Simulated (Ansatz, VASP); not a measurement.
# One calculation of SiC4, two programs

```
Si C
1.0
     3.54696    0.00000    0.00000
     0.00000    3.54696    0.00000
     0.00000    0.00000    5.62382
Si C
1 4
Cartesian
  0.0000 0.0000 3.5931
  0.0000 1.0499 5.3568
  2.4971 0.0000 5.3568
  0.0000 2.4971 5.3568
  1.0499 0.0000 5.3568
```

Change from the starting cell: species swapped into the TaTe4 type (P4cc, No. 103).

Alike in both runs: functional PBE; k mesh 10 × 10 × 8; occupations gaussian, width 0.1 eV; no spin polarisation.

Ansatz relaxed the structure, and its values are those at the end. VASP's run is a single point on that final structure, the one shown.

```csv
,VASP,Ansatz
version,VASP 6.6.1,Ansatz 0.2.0
potentials or method,"VASP PAW PBE potentials, release 64 (Si, C)","scalar-relativistic, plane waves, PAW"
plane-wave cutoff (eV),520,420
valence electrons in the cell,20,20
```

```tsv
	VASP	Ansatz	Ansatz less VASP
gap on the k mesh at the Fermi level (eV)	none	none	-
pressure (GPa)	0.2	0.0	-0.16
rms of the force components (eV/Å)	0.028	0.001	-0.0270
```

A gap of «none» marks a metal or a gap that the smearing closes. The functional is the same, so the differences come from potentials, cutoffs and numerics.

Caveats: this functional lacks dispersion, which binds the layers, so the pressure and a relaxed spacing across them are unreliable.
